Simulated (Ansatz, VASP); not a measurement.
## Two plane-wave programs on Gd

```
Gd
1.0
     3.68385    0.00000    0.00000
    -1.84192    3.19031    0.00000
     0.00000    0.00000    5.85870
Gd
2
Direct
  0.66667 0.33333 0.75000
  0.33333 0.66667 0.25000
```

Change from the starting cell: volume scaled by 1.04.

Alike in both runs: task single point; functional PBE; k mesh 8 × 8 × 5; occupations fermi-dirac, width 0.05 eV; collinear spin, ferromagnetic start.

```csv
,VASP,Ansatz
version,VASP 6.6.1,Ansatz 0.2.0
potentials or method,"VASP PAW PBE potentials, release 64 (Gd)",Ansatz PAW
plane-wave cutoff (eV),520,420
valence electrons in the cell,36,36
```

Ansatz gave:

- gap on the k mesh at the Fermi level (eV): none
- pressure (GPa): -0.7
- largest component of the traceless stress (GPa): 0.22
- net moment per atom (μB): 7.63
- size of the moment on the site where the two differ most (μB): 7.35

Task: What did VASP give for the same quantities?

Result: gap on the k mesh at the Fermi level (eV): none; pressure (GPa): -0.8; largest component of the traceless stress (GPa): 0.22; net moment per atom (μB): 7.63; size of the moment on the site where the two differ most (μB): 6.98.

Site moments also hang on the region over which each program counts them. A gap of «none» marks a metal or a gap that the smearing closes.

Caveats: spin-orbit coupling is left out, which moves the levels of the heavy elements. The state reached can hang on the start; a lower one may exist.
